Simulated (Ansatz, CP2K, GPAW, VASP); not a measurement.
AlN: programs and potentials compared

```
Al N
1.0
     3.11300    0.00000    0.00000
    -1.55650    2.69594    0.00000
     0.00000    0.00000    4.98100
Al N
2 2
Direct
  0.66667 0.33333 0.50000
  0.33333 0.66667 0.00000
  0.66667 0.33333 0.88000
  0.33333 0.66667 0.38000
```

Alike in all runs: task electron localisation function; functional LDA; k mesh 10 × 10 × 6; occupations fermi-dirac, width 0.05 eV; no spin polarisation; no spin-orbit coupling. LDA stands for any of its common fits. Pressure is positive in compression and, in plane waves, holds the error of the finite cutoff, which Ansatz's Pulay term estimates and takes out.

```json
{"program and potentials": "Ansatz, Ansatz PAW", "plane-wave cutoff (eV)": "420", "notes": "potentials made for PBE, which Ansatz adapts in part; Pulay term of +0.66 GPa included", "band gap (eV)": "4.24", "pressure (GPa)": "-4.65", "largest force (eV/Å)": "0.117"}
{"program and potentials": "GPAW, the program's PAW data sets (release 1.2.1) made for this functional", "plane-wave cutoff (eV)": "800", "notes": "-", "band gap (eV)": "4.28", "pressure (GPa)": "-3.93", "largest force (eV/Å)": "0.120"}
{"program and potentials": "VASP, LDA PAW files Al, N_s, 400 eV", "plane-wave cutoff (eV)": "400", "notes": "-", "band gap (eV)": "4.25", "pressure (GPa)": "-4.24", "largest force (eV/Å)": "0.120"}
{"program and potentials": "CP2K, GTH_POTENTIALS Al GTH-PADE-q3, N GTH-PADE-q5; TZVP-MOLOPT-PBE-GTH basis", "plane-wave cutoff (eV)": "-", "notes": "atomic basis", "band gap (eV)": "4.25", "pressure (GPa)": "-5.84", "largest force (eV/Å)": "0.114"}
```

Force on atom 1 (Al), eV/Å:

```json
{"program and potentials": "Ansatz, Ansatz PAW", "x": "0.000", "y": "0.000", "z": "-0.117"}
{"program and potentials": "GPAW, the program's PAW data sets (release 1.2.1) made for this functional", "x": "0.000", "y": "0.000", "z": "-0.120"}
{"program and potentials": "VASP, LDA PAW files Al, N_s, 400 eV", "x": "0.000", "y": "0.000", "z": "-0.120"}
{"program and potentials": "CP2K, GTH_POTENTIALS Al GTH-PADE-q3, N GTH-PADE-q5; TZVP-MOLOPT-PBE-GTH basis", "x": "0.000", "y": "0.000", "z": "-0.114"}
```

The band gap spans 4.24 (Ansatz, Ansatz PAW) to 4.28 eV (GPAW, the program's PAW data sets (release 1.2.1) made for this functional). The pressure spans -5.84 (CP2K, GTH_POTENTIALS Al GTH-PADE-q3, N GTH-PADE-q5; TZVP-MOLOPT-PBE-GTH basis) to -3.93 GPa (GPAW, the program's PAW data sets (release 1.2.1) made for this functional). Rows in atomic bases carry the error of their basis and grid, which can be large.

Differences between rows come from potentials, basis sets and numerical settings, since the functional is the same but for its coding. Runs on potential files found faulty are left out.
